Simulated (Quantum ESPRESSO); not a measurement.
# TePb (Fm-3m) in Quantum ESPRESSO: a series of runs, part 4 of 5

Quantum ESPRESSO 7.5. Earlier steps stand in the parts before.

### Step 5. Dielectric tensor, LDA

pw.in

```
&CONTROL
  calculation = 'scf'
  prefix = 'pwscf'
  outdir = './tmp'
  pseudo_dir = './pseudo'
  tprnfor = .true.
  tstress = .true.
  disk_io = 'low'
/
&SYSTEM
  ibrav = 0
  nat = 2
  ntyp = 2
  ecutwfc = 80
  nbnd = 22
  occupations = 'smearing'
  smearing = 'fd'
  degauss = 0.00367493
/
&ELECTRONS
  conv_thr = 4d-10
  electron_maxstep = 120
  mixing_beta = 0.5
/
ATOMIC_SPECIES
Pb   207.2000 Pb.upf
Te   127.6000 Te.upf
CELL_PARAMETERS angstrom
   0.0000000000    3.2310000000    3.2310000000
   3.2310000000    0.0000000000    3.2310000000
   3.2310000000    3.2310000000    0.0000000000
ATOMIC_POSITIONS crystal
Pb     0.0000000000    0.0000000000    0.0000000000
Te     0.5000000000    0.5000000000    0.5000000000
K_POINTS automatic
4 4 4 1 1 1
```

gamma.in

```
&CONTROL
  calculation = 'bands'
  prefix = 'pwscf'
  outdir = './tmp'
  pseudo_dir = './pseudo'
  disk_io = 'low'
  verbosity = 'high'
/
&SYSTEM
  ibrav = 0
  nat = 2
  ntyp = 2
  ecutwfc = 80
  nbnd = 22
  occupations = 'smearing'
  smearing = 'fd'
  degauss = 0.00367493
/
&ELECTRONS
  conv_thr = 1d-08
  electron_maxstep = 120
  mixing_beta = 0.5
  diago_full_acc = .true.
  startingwfc = 'random'
/
ATOMIC_SPECIES
Pb   207.2000 Pb.upf
Te   127.6000 Te.upf
CELL_PARAMETERS angstrom
   0.0000000000    3.2310000000    3.2310000000
   3.2310000000    0.0000000000    3.2310000000
   3.2310000000    3.2310000000    0.0000000000
ATOMIC_POSITIONS crystal
Pb     0.0000000000    0.0000000000    0.0000000000
Te     0.5000000000    0.5000000000    0.5000000000
K_POINTS crystal
1
0.0 0.0 0.0 1
```

scf2.in

```
&CONTROL
  calculation = 'scf'
  prefix = 'pwscf'
  outdir = './tmp'
  pseudo_dir = './pseudo'
  tprnfor = .true.
  tstress = .true.
  disk_io = 'low'
/
&SYSTEM
  ibrav = 0
  nat = 2
  ntyp = 2
  ecutwfc = 80
  nbnd = 22
  occupations = 'fixed'
/
&ELECTRONS
  conv_thr = 1d-13
  electron_maxstep = 120
  mixing_beta = 0.5
  startingpot = 'file'
/
ATOMIC_SPECIES
Pb   207.2000 Pb.upf
Te   127.6000 Te.upf
CELL_PARAMETERS angstrom
   0.0000000000    3.2310000000    3.2310000000
   3.2310000000    0.0000000000    3.2310000000
   3.2310000000    3.2310000000    0.0000000000
ATOMIC_POSITIONS crystal
Pb     0.0000000000    0.0000000000    0.0000000000
Te     0.5000000000    0.5000000000    0.5000000000
K_POINTS automatic
4 4 4 1 1 1
```

ph.in

```
dielectric of TePb
&INPUTPH
  prefix = 'pwscf'
  outdir = './tmp'
  tr2_ph = 1d-18
  fildyn = 'dyn'
  niter_ph = 90
  alpha_mix(1) = 0.7
  epsil = .true.
  trans = .false.
  zeu = .true.
/
0.0000000000 0.0000000000 0.0000000000
```

Potentials or basis: PseudoDojo 0.4.1 SR LDA standard.

On the command line:

```
$ OMP_NUM_THREADS=1 pw.x -in pw.in > pw.out
$ OMP_NUM_THREADS=1 pw.x -in gamma.in > gamma.out
$ OMP_NUM_THREADS=1 pw.x -in scf2.in > scf2.out
$ OMP_NUM_THREADS=1 ph.x -in ph.in > ph.out
```

pw.out:

```text
This program is part of the open-source Quantum ESPRESSO suite
     for quantum simulation of materials; please cite
[... 9 lines left out ...]
     --------------------
     sticks:   dense  smooth     PW     G-vecs:    dense   smooth      PW
     Sum        1651    1651    475                44039    44039    6735

     Using Slab Decomposition

     bravais-lattice index     =            0
     lattice parameter (alat)  =       8.6348  a.u.
     unit-cell volume          =     455.2369 (a.u.)^3
     number of atoms/cell      =            2
     number of atomic types    =            2
     number of electrons       =        30.00
     number of Kohn-Sham states=           22
     kinetic-energy cutoff     =      80.0000  Ry
     charge density cutoff     =     320.0000  Ry
     scf convergence threshold =      4.0E-10
     mixing beta               =       0.5000
     number of iterations used =            8  plain     mixing
     Exchange-correlation= SLA  PW   NOGX NOGC
                           (   1   4   0   0   0   0   0)

     celldm(1)=   8.634771  celldm(2)=   0.000000  celldm(3)=   0.000000
     celldm(4)=   0.000000  celldm(5)=   0.000000  celldm(6)=   0.000000

[... 8 lines left out ...]
               b(3) = (  0.707107  0.707107 -0.707107 )

     PseudoPot. # 1 for Pb read from file:
     Pb.upf
     Pseudo is Norm-conserving + core correction, Zval = 14.0
     Generated using ONCVPSP code by D. R. Hamann
     Using radial grid of 1638 points,  6 beta functions with:
                l(1) =   0
                l(2) =   0
                l(3) =   1
                l(4) =   1
                l(5) =   2
                l(6) =   2

     PseudoPot. # 2 for Te read from file:
     Te.upf
     Pseudo is Norm-conserving + core correction, Zval = 16.0
     Generated using ONCVPSP code by D. R. Hamann
     Using radial grid of 1278 points,  6 beta functions with:
                l(1) =   0
                l(2) =   0
                l(3) =   1
                l(4) =   1
                l(5) =   2
                l(6) =   2

     atomic species   valence    mass     pseudopotential
     Pb               14.00   207.20000     Pb( 1.00)
     Te               16.00   127.60000     Te( 1.00)

     48 Sym. Ops., with inversion, found

   Cartesian axes

     site n.     atom                  positions (alat units)
         1        Pb     tau(   1) = (   0.0000000   0.0000000   0.0000000  )
         2        Te     tau(   2) = (   0.7071068   0.7071068   0.7071068  )

     number of k points=    10  Fermi-Dirac smearing, width (Ry)=  0.0037
                       cart. coord. in units 2pi/alat
        k(    1) = (   0.0883883   0.0883883   0.0883883), wk =   0.0625000
        k(    2) = (   0.2651650   0.2651650  -0.0883883), wk =   0.1875000
        k(    3) = (  -0.2651650  -0.2651650   0.4419417), wk =   0.1875000
        k(    4) = (  -0.0883883  -0.0883883   0.2651650), wk =   0.1875000
        k(    5) = (   0.4419417   0.0883883   0.0883883), wk =   0.1875000
        k(    6) = (  -0.0883883  -0.4419417   0.6187184), wk =   0.3750000
        k(    7) = (   0.0883883  -0.2651650   0.4419417), wk =   0.3750000
        k(    8) = (  -0.6187184   0.0883883   0.0883883), wk =   0.1875000
        k(    9) = (   0.2651650   0.2651650   0.2651650), wk =   0.0625000
        k(   10) = (  -0.2651650  -0.2651650   0.7954951), wk =   0.1875000

     Dense  grid:    44039 G-vectors     FFT dimensions: (  50,  50,  50)

     Initial potential from superposition of free atoms

     starting charge      29.9982, renormalised to      30.0000
     Starting wfcs are   18 randomized atomic wfcs +    4 random wfcs

     Self-consistent Calculation

     iteration #  1     ecut=    80.00 Ry     beta= 0.50
     Davidson diagonalization with overlap
     ethr =  1.00E-02,  avg # of iterations =  5.5

     Threshold (ethr) on eigenvalues was too large:
     Diagonalizing with lowered threshold

     Davidson diagonalization with overlap
     ethr =  1.03E-04,  avg # of iterations =  5.1

     total energy              =    -349.83258601 Ry
     estimated scf accuracy    <       0.03013662 Ry

     iteration #  2     ecut=    80.00 Ry     beta= 0.50
     Davidson diagonalization with overlap
     ethr =  1.00E-04,  avg # of iterations =  2.0

     total energy              =    -349.83950778 Ry
     estimated scf accuracy    <       0.00244006 Ry

     iteration #  3     ecut=    80.00 Ry     beta= 0.50
     Davidson diagonalization with overlap
     ethr =  8.13E-06,  avg # of iterations =  5.0

     total energy              =    -349.83986750 Ry
     estimated scf accuracy    <       0.00031662 Ry

     iteration #  4     ecut=    80.00 Ry     beta= 0.50
     Davidson diagonalization with overlap
     ethr =  1.06E-06,  avg # of iterations =  2.4

     total energy              =    -349.83988369 Ry
     estimated scf accuracy    <       0.00000864 Ry

     iteration #  5     ecut=    80.00 Ry     beta= 0.50
     Davidson diagonalization with overlap
     ethr =  2.88E-08,  avg # of iterations =  2.0

     total energy              =    -349.83988509 Ry
     estimated scf accuracy    <       0.00000075 Ry

     iteration #  6     ecut=    80.00 Ry     beta= 0.50
     Davidson diagonalization with overlap
     ethr =  2.49E-09,  avg # of iterations =  2.0

     total energy              =    -349.83988519 Ry
     estimated scf accuracy    <       0.00000002 Ry

     iteration #  7     ecut=    80.00 Ry     beta= 0.50
     Davidson diagonalization with overlap
     ethr =  7.48E-11,  avg # of iterations =  2.5

     total energy              =    -349.83988520 Ry
     estimated scf accuracy    <          1.4E-09 Ry

     iteration #  8     ecut=    80.00 Ry     beta= 0.50
     Davidson diagonalization with overlap
     ethr =  4.52E-12,  avg # of iterations =  2.3

     End of self-consistent calculation

          k = 0.0884 0.0884 0.0884 (  5522 PWs)   bands (ev):

   -27.3842 -27.3842 -27.3784 -27.3784 -27.3784  -7.9152  -7.9152  -7.9007
    -7.8990  -7.8990  -3.2508   2.5231   7.4107   7.4107   7.5953  11.9329
    12.1253  12.1253  14.3673  14.8471  14.8471  17.1094

          k = 0.2652 0.2652-0.0884 (  5485 PWs)   bands (ev):

   -27.3841 -27.3841 -27.3783 -27.3782 -27.3781  -7.9251  -7.9234  -7.8988
    -7.8916  -7.8887  -2.5892   1.1595   6.4815   7.9493   8.5340   9.8918
    10.2518  12.4416  14.7802  15.5796  17.4498  18.1373

          k =-0.2652-0.2652 0.4419 (  5507 PWs)   bands (ev):

   -27.3841 -27.3840 -27.3782 -27.3780 -27.3779  -7.9357  -7.9249  -7.8977
    -7.8864  -7.8828  -1.9355   0.1861   6.8342   7.3212   7.7531  10.3292
    10.6716  11.2765  15.6723  17.6856  18.2510  18.5007

          k =-0.0884-0.0884 0.2652 (  5503 PWs)   bands (ev):

   -27.3842 -27.3841 -27.3785 -27.3782 -27.3782  -7.9277  -7.9132  -7.9026
    -7.8934  -7.8919  -2.9074   1.8181   6.9617   7.0296   8.2953  10.2469
    12.2045  12.3308  13.6588  16.0027  16.2399  17.6884

          k = 0.4419 0.0884 0.0884 (  5503 PWs)   bands (ev):

   -27.3843 -27.3840 -27.3786 -27.3779 -27.3779  -7.9510  -7.9090  -7.9060
    -7.8844  -7.8827  -2.3063   1.2340   6.1844   6.4178   6.5449  12.1667
    12.5932  12.8801  13.2150  17.9307  18.2765  18.5277

          k =-0.0884-0.4419 0.6187 (  5504 PWs)   bands (ev):

   -27.3844 -27.3839 -27.3783 -27.3779 -27.3777  -7.9585  -7.9147  -7.8996
    -7.8866  -7.8768  -1.6488   0.5958   4.9171   5.5461   7.7068  10.9200
    13.1982  14.0361  14.4763  16.4793  19.2616  19.7373

          k = 0.0884-0.2652 0.4419 (  5500 PWs)   bands (ev):

   -27.3842 -27.3840 -27.3783 -27.3780 -27.3779  -7.9423  -7.9193  -7.8986
    -7.8874  -7.8832  -2.0608   0.6480   5.8897   6.5649   7.9900  10.3453
    11.7303  12.9245  14.5161  17.3638  17.7186  18.8744

          k =-0.6187 0.0884 0.0884 (  5498 PWs)   bands (ev):

   -27.3845 -27.3839 -27.3786 -27.3777 -27.3777  -7.9712  -7.9084  -7.9054
    -7.8777  -7.8765  -1.7624   1.0644   4.5518   6.0799   6.1512  12.3352
    13.4483  13.5630  14.6709  18.6976  19.1850  19.6624

          k = 0.2652 0.2652 0.2652 (  5516 PWs)   bands (ev):

   -27.3841 -27.3841 -27.3783 -27.3781 -27.3781  -7.9267  -7.9267  -7.8993
    -7.8865  -7.8865  -2.3166   0.5561   7.7260   7.7260   8.4111   9.8020
    10.2588  10.2588  15.7441  16.9319  16.9319  19.3711

          k =-0.2652-0.2652 0.7955 (  5489 PWs)   bands (ev):

   -27.3842 -27.3840 -27.3782 -27.3780 -27.3779  -7.9457  -7.9211  -7.8949
    -7.8881  -7.8824  -1.7539   0.3500   5.2795   7.0282   7.3266  11.0898
    11.1970  13.5270  15.4081  16.4972  17.0828  19.4343

     the Fermi energy is     9.1862 ev

!    total energy              =    -349.83988520 Ry
     estimated scf accuracy    <          1.2E-10 Ry
     smearing contrib. (-TS)   =      -0.00000004 Ry
     internal energy E=F+TS    =    -349.83988516 Ry

     The total energy is F=E-TS. E is the sum of the following terms:
     one-electron contribution =    -133.92007288 Ry
     hartree contribution      =      81.76013357 Ry
     xc contribution           =     -87.99425482 Ry
     ewald contribution        =    -209.68569103 Ry

     convergence has been achieved in   8 iterations

     Forces acting on atoms (cartesian axes, Ry/au):

     atom    1 type  1   force =    -0.00000000    0.00000000   -0.00000000
     atom    2 type  2   force =     0.00000000    0.00000000    0.00000000

     Total force =     0.000000     Total SCF correction =     0.000000

     Computing stress (Cartesian axis) and pressure

          total   stress  (Ry/bohr**3)                   (kbar)     P=      -16.88
  -0.00011475  -0.00000000  -0.00000000          -16.88       -0.00       -0.00
  -0.00000000  -0.00011475  -0.00000000           -0.00      -16.88       -0.00
  -0.00000000  -0.00000000  -0.00011475           -0.00       -0.00      -16.88

=------------------------------------------------------------------------------=
   JOB DONE.
=------------------------------------------------------------------------------=
```

Wall time 4.5 min (1 thread of Arm Neoverse V1, shared host); peak memory 0.1 GiB.

Results:

| Item | Value |
| --- | --- |
| Free energy | -4759.8141 eV |
| Pressure | -1.7 GPa |
| Electronic dielectric tensor (diagonal) | 28.53 |
| Born charges (mean of the diagonal) | Pb +5.65; Te -5.51 e |

Electronic dielectric tensor:
```
28.53  0.00  0.00
 0.00 28.53  0.00
 0.00  0.00 28.53
```

Born effective charge tensors (e):
atom 1, Pb
```
5.65 0.00 0.00
0.00 5.65 0.00
0.00 0.00 5.65
```
atom 2, Te
```
-5.51  0.00  0.00
 0.00 -5.51  0.00
 0.00  0.00 -5.51
```

Caveat: the mesh is thin for the dielectric tensor, Born charges and intensities, which usually come out too large; the Born charges break their sum rule by 0.14 e, a sign of too thin a mesh.

### Step 6. Dielectric tensor, PBE

pw.in is that of step 5.

gamma.in is that of step 5.

scf2.in is that of step 5.

ph.in is that of step 5.

Potentials or basis: PseudoDojo 0.4.1 SR PBE standard.

On the command line:

```
$ OMP_NUM_THREADS=1 pw.x -in pw.in > pw.out
$ OMP_NUM_THREADS=1 pw.x -in gamma.in > gamma.out
$ OMP_NUM_THREADS=1 pw.x -in scf2.in > scf2.out
$ OMP_NUM_THREADS=1 ph.x -in ph.in > ph.out
```

pw.out:

```text
This program is part of the open-source Quantum ESPRESSO suite
     for quantum simulation of materials; please cite
[... 9 lines left out ...]
     --------------------
     sticks:   dense  smooth     PW     G-vecs:    dense   smooth      PW
     Sum        1651    1651    475                44039    44039    6735

     Using Slab Decomposition

     bravais-lattice index     =            0
     lattice parameter (alat)  =       8.6348  a.u.
     unit-cell volume          =     455.2369 (a.u.)^3
     number of atoms/cell      =            2
     number of atomic types    =            2
     number of electrons       =        30.00
     number of Kohn-Sham states=           22
     kinetic-energy cutoff     =      80.0000  Ry
     charge density cutoff     =     320.0000  Ry
     scf convergence threshold =      4.0E-10
     mixing beta               =       0.5000
     number of iterations used =            8  plain     mixing
     Exchange-correlation= PBE
                           (   1   4   3   4   0   0   0)

     celldm(1)=   8.634771  celldm(2)=   0.000000  celldm(3)=   0.000000
     celldm(4)=   0.000000  celldm(5)=   0.000000  celldm(6)=   0.000000

[... 8 lines left out ...]
               b(3) = (  0.707107  0.707107 -0.707107 )

     PseudoPot. # 1 for Pb read from file:
     Pb.upf
     Pseudo is Norm-conserving + core correction, Zval = 14.0
     Generated using ONCVPSP code by D. R. Hamann
[... 119 lines left out ...]
    12.5315  12.5315  14.7195  15.1615  15.1615  17.5322

          k = 0.2652 0.2652-0.0884 (  5485 PWs)   bands (ev):

   -27.1639 -27.1638 -27.1592 -27.1590 -27.1590  -7.6881  -7.6867  -7.6673
    -7.6603  -7.6570  -2.1892   1.6000   6.8146   8.2564   8.8779  10.3242
    10.6508  12.8346  15.1606  15.8930  17.7780  18.4890

          k =-0.2652-0.2652 0.4419 (  5507 PWs)   bands (ev):
[... 19 lines left out ...]
   -27.1641 -27.1637 -27.1592 -27.1588 -27.1586  -7.7200  -7.6779  -7.6680
    -7.6554  -7.6460  -1.2435   1.0327   5.2593   5.8852   8.0452  11.3258
    13.5746  14.4432  14.8698  16.8438  19.5942  20.0556

          k = 0.0884-0.2652 0.4419 (  5500 PWs)   bands (ev):

   -27.1639 -27.1637 -27.1592 -27.1589 -27.1588  -7.7046  -7.6827  -7.6671
    -7.6560  -7.6520  -1.6583   1.0824   6.2262   6.9091   8.3255  10.7551
    12.1275  13.3136  14.8851  17.7045  18.0759  19.2187

          k =-0.6187 0.0884 0.0884 (  5498 PWs)   bands (ev):

   -27.1642 -27.1636 -27.1595 -27.1586 -27.1585  -7.7322  -7.6766  -7.6688
    -7.6468  -7.6456  -1.3573   1.5110   4.8962   6.4118   6.4918  12.6870
    13.8580  13.9848  15.1017  19.0753  19.4934  19.9235

          k = 0.2652 0.2652 0.2652 (  5516 PWs)   bands (ev):
[... 7 lines left out ...]
   -27.1640 -27.1637 -27.1591 -27.1589 -27.1587  -7.7078  -7.6842  -7.6633
    -7.6569  -7.6513  -1.3499   0.7811   5.6197   7.3527   7.6890  11.5001
    11.5820  13.9276  15.7685  16.8819  17.3951  19.7869

     the Fermi energy is     9.5730 ev

!    total energy              =    -350.54177482 Ry
     estimated scf accuracy    <          2.1E-10 Ry
     smearing contrib. (-TS)   =      -0.00000002 Ry
     internal energy E=F+TS    =    -350.54177480 Ry

     The total energy is F=E-TS. E is the sum of the following terms:
     one-electron contribution =    -133.49754669 Ry
     hartree contribution      =      81.90086385 Ry
     xc contribution           =     -89.25940093 Ry
     ewald contribution        =    -209.68569103 Ry

     convergence has been achieved in   8 iterations

     Forces acting on atoms (cartesian axes, Ry/au):

     atom    1 type  1   force =    -0.00000000    0.00000000   -0.00000000
     atom    2 type  2   force =     0.00000000   -0.00000000   -0.00000000

     Total force =     0.000000     Total SCF correction =     0.000000

     Computing stress (Cartesian axis) and pressure

          total   stress  (Ry/bohr**3)                   (kbar)     P=       21.65
   0.00014716  -0.00000000  -0.00000000           21.65       -0.00       -0.00
  -0.00000000   0.00014716  -0.00000000           -0.00       21.65       -0.00
  -0.00000000  -0.00000000   0.00014716           -0.00       -0.00       21.65

=------------------------------------------------------------------------------=
   JOB DONE.
=------------------------------------------------------------------------------=
```

gamma.out:

```text
This program is part of the open-source Quantum ESPRESSO suite
     for quantum simulation of materials; please cite
         "P. Giannozzi et al., J. Phys.:Condens. Matter 21 395502 (2009);
         "P. Giannozzi et al., J. Phys.:Condens. Matter 29 465901 (2017);
         "P. Giannozzi et al., J. Chem. Phys. 152 154105 (2020);
[... 587 lines left out ...]
   -27.1638 -27.1638 -27.1592 -27.1592 -27.1592  -7.6765  -7.6765  -7.6698
    -7.6698  -7.6698  -2.9871   3.4298   7.6954   7.6954   7.6954  13.1371
    13.1371  13.1371  14.8602  14.8602  14.8602  16.5230

=------------------------------------------------------------------------------=
   JOB DONE.
=------------------------------------------------------------------------------=
```

scf2.out:

```text
This program is part of the open-source Quantum ESPRESSO suite
     for quantum simulation of materials; please cite
[... 9 lines left out ...]
     --------------------
     sticks:   dense  smooth     PW     G-vecs:    dense   smooth      PW
     Sum        1651    1651    475                44039    44039    6735
[... 207 lines left out ...]
   0.00014718  -0.00000000  -0.00000000           21.65       -0.00       -0.00
  -0.00000000   0.00014718  -0.00000000           -0.00       21.65       -0.00
  -0.00000000  -0.00000000   0.00014718           -0.00       -0.00       21.65

=------------------------------------------------------------------------------=
   JOB DONE.
=------------------------------------------------------------------------------=
```

Run time: 4.5 min. Hardware: 1 thread of Arm Neoverse V1, shared host; peak memory 0.11 GiB.

What came out:

```yaml
Free_energy: -4769.3638 eV
Pressure: 2.2 GPa
Electronic_dielectric_tensor_diagonal: 26.58
Born_charges_mean_of_the_diagonal: Pb +5.54; Te -5.40 e
```

Electronic dielectric tensor:
```
26.58  0.00  0.00
 0.00 26.58  0.00
 0.00  0.00 26.58
```

Born effective charge tensors (e):
atom 1, Pb
```
5.54 0.00 0.00
0.00 5.54 0.00
0.00 0.00 5.54
```
atom 2, Te
```
-5.40  0.00  0.00
 0.00 -5.40  0.00
 0.00  0.00 -5.40
```

Caveat: the mesh is thin for the dielectric tensor, Born charges and intensities, which usually come out too large; the Born charges break their sum rule by 0.14 e, a sign of too thin a mesh. Spin-orbit coupling is left out, which matters for the levels of Pb, Te.

[end of part 4 of 5]
